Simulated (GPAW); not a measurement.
Runs of GPAW 26.7.0 on PtS2. It takes space group P-3m1 (No. 164, trigonal). The conventional cell has a = 3.543 Å, b = 3.543 Å, c = 5.039 Å, α = 90.00°, β = 90.00°, γ = 120.00°. Pt (site symmetry -3m) has 6 S at 2.34 Å as nearest neighbours. S (site symmetry 3m) is surrounded by 3 Pt at 2.34 Å. 

```csv
level,potentials or basis,gap on the mesh (eV),pressure (GPa),largest force (eV/Å)
SCAN,"GPAW PAW data sets (gpaw-data 1.2.1), pw",1.25,6.5,1.01
r2SCAN,"GPAW PAW data sets (gpaw-data 1.2.1), pw",1.16,9.2,1.22
revPBE,"the program's PAW data sets (release 1.2.1) made for this functional, pw",1.03,14.0,(b)
PBE,"GPAW PAW data sets (gpaw-data 1.2.1), pw",0.99,11.7,1.29
LDA,"the program's PAW data sets (release 1.2.1) made for this functional, pw",0.89,3.0,(a)
```

Alike in all rows: task single point; no spin polarisation; cell as given; k mesh 9 × 9 × 5; cutoff (eV) 600; smearing fermi-dirac 0.05 eV.

Estimate the missing entries.

(a) 0.76; (b) 1.36.

Caveats: spin-orbit coupling is left out, which moves the levels of the heavy elements; an odd mesh through Γ misses points on the zone boundary, where band edges often lie; the PAW data sets were made with another functional, which shifts forces and pressure a little (some runs); forces of over 1 eV/Å show positions far from the minimum, so gaps and moduli don't describe the material at rest (some runs).

A k mesh can miss the band edges, and the runs leave out spin-orbit coupling on Pt.
